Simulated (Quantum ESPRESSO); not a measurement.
NiO:

```
CELL_PARAMETERS angstrom
0.00000 2.08590 2.08590
2.08590 0.00000 2.08590
2.08590 2.08590 0.00000
ATOMIC_POSITIONS crystal
Ni 0.00000 0.00000 0.00000
O 0.50000 0.50000 0.50000
```

Base run:

```yaml
Program: Quantum ESPRESSO 7.5
Functional: PBEsol
Potentials_or_basis: PseudoDojo 0.4.1 SR PBEsol standard
Cutoff: 1333 eV
Density_cutoff: 5333 eV
k_mesh: 11 × 11 × 11
Occupations: fermi-dirac, width 0.05 eV
Spin: collinear spin, ferromagnetic start
Starting_moments: "[1.0, 0.0] μB"
```

Its results: band gap on the k mesh none (metal or under the smearing width); pressure -12.3 GPa; net moment 0.00 μB per cell.

Problem. The run is repeated on the same cell with these changes: potentials or basis from PseudoDojo 0.4.1 SR PBEsol standard to GBRV 1.5 PBEsol; cutoff from 1333 eV to 612 eV; density cutoff from 5333 eV to 4898 eV. What comes out?

Solution. Band gap on the k mesh none (metal or under the smearing width); pressure -11.5 GPa; net moment 0.39 μB per cell; site moments Ni +0.33; O +0.05 μB.

Caveats: semilocal functionals often make such compounds metallic where correlation or magnetic order opens a gap, which also shifts bond lengths.

Not every run made on this cell is shown here.
